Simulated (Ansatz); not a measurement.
# Strain response of TiCo2

Computed with DFT PBEsol, scalar-relativistic, plane waves, PAW in Ansatz 0.2.0. (420 eV cutoff, 10×10×10 k-mesh, Gaussian smearing of 0.10 eV, no spin polarisation)

Reference structure (relaxed):

```
Ti Co
1.0
     0.00000    3.27632    3.27632
     3.27632    0.00000    3.27632
     3.27632    3.27632    0.00000
Ti Co
2 4
Direct
  0.50000 0.50000 0.50000
  0.75000 0.75000 0.75000
  0.12500 0.12500 0.12500
  0.62500 0.12500 0.12500
  0.12500 0.12500 0.62500
  0.12500 0.62500 0.12500
```

Deformation: biaxial strain in the a-b plane, with the length and tilt of c and the atoms relaxed, all within the symmetry that the strain leaves. Energies are extrapolated to zero smearing.

```
strain (%)  ΔE (meV/atom) a (Å) b (Å) c (Å)
      -3.0           33.7  4.494  4.494  4.651
      -2.0           14.5  4.541  4.541  4.644
      -1.0            3.5  4.587  4.587  4.638
      +0.0            0.0  4.633  4.633  4.633
      +1.0            3.4  4.680  4.680  4.629
      +2.0           13.0  4.726  4.726  4.625
      +3.0           28.1  4.772  4.772  4.622
```

Q: What stiffness (1/V) d²E/dε² at zero strain does a cubic fit over all points give?

A: A cubic fit gives (1/V) d²E/dε² = 939 GPa at zero strain (twice the biaxial modulus).

Q: How does the free axis c answer a small strain?

A: Between the innermost points its strain is -0.10 times the applied one.